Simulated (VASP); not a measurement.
# BN: self-consistent run, by functional and exact exchange

BN, F-43m (no. 216), 2 atoms in the cell.

| Functional | Exact exchange | Pressure (GPa) | Gap on the mesh (eV) | Time (s) |
|---|---|---|---|---|
| B1WC | 0.16 | -11.52 | 5.698 | 7.6 |
| B3PW91 | 0.2 | -7.95 | 6.273 | 7.4 |
| B97-1 | 0.21 | -7.69 | 6.480 | 6.9 |
| B97-2 | 0.21 | -6.15 | 6.440 | 7.1 |
| PBE0 (PBEH) | 0.25 | -10.09 | 6.608 | 7.5 |
| APBE0 | 0.25 | -8.94 | 6.655 | 7.4 |
| PBEsol0 | 0.25 | -13.96 | 6.483 | 8.4 |
| mPW1PW | 0.25 | -10.08 | 6.670 | 7.5 |

Limits: the k mesh is coarse, so the gap and the pressure can be far off.

## Input of the first row

INCAR.step1:
```
SYSTEM = BN
ALGO = Normal
EDIFF = 1E-5
ENCUT = 450
GGA = PE
ISIF = 2
ISMEAR = 0
LASPH = .TRUE.
LCHARG = .FALSE.
LREAL = .FALSE.
LWAVE = .TRUE.
NELM = 100
PREC = Accurate
SIGMA = 0.02
```

INCAR.step2:
```
SYSTEM = BN
AEXX = 0.16
ALGO = Normal
EDIFF = 1E-6
ENCUT = 450
GGA = LIBXC
ISIF = 2
ISMEAR = 0
ISTART = 1
LASPH = .TRUE.
LCHARG = .FALSE.
LHFCALC = .TRUE.
LIBXC1 = HYB_GGA_XC_B1WC
LREAL = .FALSE.
LWAVE = .FALSE.
NELM = 100
PREC = Accurate
PRECFOCK = Fast
SIGMA = 0.02
```

KPOINTS:
```
k-points
0
Gamma
  4 4 4
```

POSCAR:
```
BN
1.0
    0.0000000000      1.8130010000      1.8130010000
    1.8130010000      0.0000000000      1.8130010000
    1.8130010000      1.8130010000      0.0000000000
N B
1 1
Direct
    0.2500000000      0.2500000000      0.2500000000
    0.0000000000      0.0000000000      0.0000000000
```

Commands (each step's output is kept before the next begins):
```
cat potpaw_PBE.64/N/POTCAR potpaw_PBE.64/B/POTCAR > POTCAR
cp INCAR.step1 INCAR
mpirun -np 1 vasp_std > vasp.out
cp INCAR.step2 INCAR
mpirun -np 1 vasp_std > vasp.out
```

Changes of the last row against the first:
```
(step 2)
- AEXX = 0.16
- LIBXC1 = HYB_GGA_XC_B1WC
+ AEXX = 0.25
+ LIBXC1 = HYB_GGA_XC_MPW1PW
```

VASP 6.6.1 took 7.6 s on 1 core (Intel Xeon 6975P-C (Granite Rapids)), a shared host.
